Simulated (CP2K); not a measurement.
Ge:

```
Ge
1.0
     3.89984    0.00000    0.00000
    -2.89838    2.60924    0.00000
    -0.50073   -1.30462    3.64088
Ge
2
Direct
  0.50000 0.50000 0.00000
  0.25000 0.75000 0.50000
```

This isn't the form of Ge at room conditions, which is diamond.

| Item | Value |
| --- | --- |
| Program | CP2K 2026.2 |
| Task | single point |
| Functional | PBE |
| Potentials or basis | POTENTIAL_UZH Ge GTH-PBE-q4; TZVP-MOLOPT-PBE-GTH basis |
| Density cutoff | 6123 eV |
| k mesh | 11 × 11 × 11 |
| Occupations | fermi-dirac, width 0.05 eV |
| Spin | no spin polarisation |

On this cell: pressure 4.4 GPa; largest force under 0.003 eV/Å; band gap on the k mesh none (metal or under the smearing width).

The same run follows on a disturbed copy (atoms moved at random, drawn with an rms of 0.05 Å):

```
Ge
1.0
     3.89984    0.00000    0.00000
    -2.89838    2.60924    0.00000
    -0.50073   -1.30462    3.64088
Ge
2
Direct
  0.47893 0.47435 0.99328
  0.24504 0.74252 0.50691
```

Q: What does the disturbed cell give?

A: The energy (extrapolated to zero smearing) moves by +2.6 meV/atom; pressure 4.5 GPa; largest force 0.206 eV/Å; band gap on the k mesh none (metal or under the smearing width).

Forces on the atoms (eV/Å):
```
Ge  -0.033  0.033  0.200
Ge   0.033 -0.033 -0.200
```

Stress tensor (GPa, compression positive):
```
 4.29 -0.43 -0.35
-0.43  4.52  0.23
-0.35  0.23  4.54
```

Caveats: the basis of atomic orbitals isn't converged, which shifts pressures, moduli and gaps.
